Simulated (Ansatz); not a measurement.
# CdS: the cost of one run

Computed with Ansatz 0.2.0 (DFT PBE, scalar-relativistic, plane waves, PAW, unless a step's input says otherwise).

1 further run of the same task is left out (it didn't finish). Runs told in other sessions of the task aren't counted.

## (1) The starting structure

It takes space group P6_3mc (No. 186, hexagonal). Conventional cell: a = 4.197 Å, b = 4.197 Å, c = 6.828 Å, α = 90.00°, β = 90.00°, γ = 120.00°. Cd (site symmetry 3m) is surrounded by 4 S at 2.57 Å. S (site symmetry 3m) is surrounded by 4 Cd at 2.57 Å.

As a file:

```xyz
4
Lattice="4.1971 0.0000 0.0000 -2.0986 3.6348 0.0000 0.0000 0.0000 6.8279" Properties=species:S:1:pos:R:3 pbc="T T T"
Cd    0.0000    2.4232    0.0284
Cd    2.0986    1.2116    3.4424
S     0.0000    2.4232    2.6003
S     2.0986    1.2116    6.0143
```

The cell was relaxed beforehand at this level, from a generated guess; it is a trial structure. At a tolerance of 0.02 Å it has space group P6_3mc (No. 186); it has 26.04 Å³/atom, an uncorrected energy of -0.66 eV/atom over the elements.

## (2) Static run: bands, density of states and charges

The input, input.yaml:

```yaml
crystal:
  lattice:
    - [4.1971167966, 0.0, 0.0]
    - [-2.0985583983, 3.6348097685, 0.0]
    - [0.0, 0.0, 6.8279024161]
  atoms:
    - { symbol: Cd, position: [0.3333333333, 0.6666666667, 0.0041597908] }
    - { symbol: Cd, position: [0.6666666667, 0.3333333333, 0.5041597908] }
    - { symbol: S, position: [0.3333333333, 0.6666666667, 0.3808401992] }
    - { symbol: S, position: [0.6666666667, 0.3333333333, 0.8808401992] }
basis:
  ecutwfc: 420
kpoints:
  mp_grid: { grid: [12, 12, 4] }
  band_path:
    path:
      - [[0.0, 0.0, 0.0], [0.5, 0.0, 0.0], [0.33333333, 0.33333333, 0.0], [0.0, 0.0, 0.0], [0.0, 0.0, 0.5], [0.5, 0.0, 0.5], [0.33333333, 0.33333333, 0.5], [0.0, 0.0, 0.5]]
      - [[0.5, 0.0, 0.5], [0.5, 0.0, 0.0]]
      - [[0.33333333, 0.33333333, 0.5], [0.33333333, 0.33333333, 0.0]]
    npoints: 14
hamiltonian:
  xc: pbe
scf:
  occupations: { method: gaussian, width: 0.02 }
  n_extra_bands: 10
output:
  forces: true
  stress: true
  eigenvalues: true
  populations: true
  dos: { projected: true, de: 0.02, nscf_kmesh: { grid: [18, 18, 6] } }
  bader: true
  write_density: true
  write_potential: true
  elf: true
  volumetric_format: npy
```

Launch:

```
> ansatz run input.yaml --threads 1 --pin off --max-ram 2560MiB --backend cpu --events-out ev --progress --plain --runs-dir out
```

**Question.** How long does this run take on 1 thread of Intel Xeon Platinum 8488C (Sapphire Rapids), shared host, and how much memory does it need?

About 73 s, with a peak of 0.61 GiB.
